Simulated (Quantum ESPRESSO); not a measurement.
The system is MgS.

```xyz
2
Lattice="0.0000 2.8331 2.8331 2.8331 0.0000 2.8331 2.8331 2.8331 0.0000" Properties=species:S:1:pos:R:3 pbc="T T T"
S     1.4166    1.4166    1.4166
Mg    0.0000    0.0000    0.0000
```

The cell comes from a database or a generator and needn't be the stable form of this composition.

Base run:

```yaml
Program: Quantum ESPRESSO 7.5
Functional: LDA
Potentials_or_basis: GBRV 1.5 LDA
Cutoff: 612 eV
Density_cutoff: 4898 eV
k_mesh: 8 × 8 × 8
Occupations: fermi-dirac, width 0.05 eV
Spin: no spin polarisation
```

Its results: band gap on the k mesh 3.17 eV, direct; pressure -2.2 GPa.

Q: The run is repeated on the same cell with these changes: functional from LDA to PBEsol; potentials or basis from GBRV 1.5 LDA to GBRV 1.5 PBEsol. What comes out?

A: Band gap on the k mesh 3.28 eV, direct; pressure -0.5 GPa.

Caveats: some levels on the path didn't converge (some runs).

Not every run made on this cell is shown here.
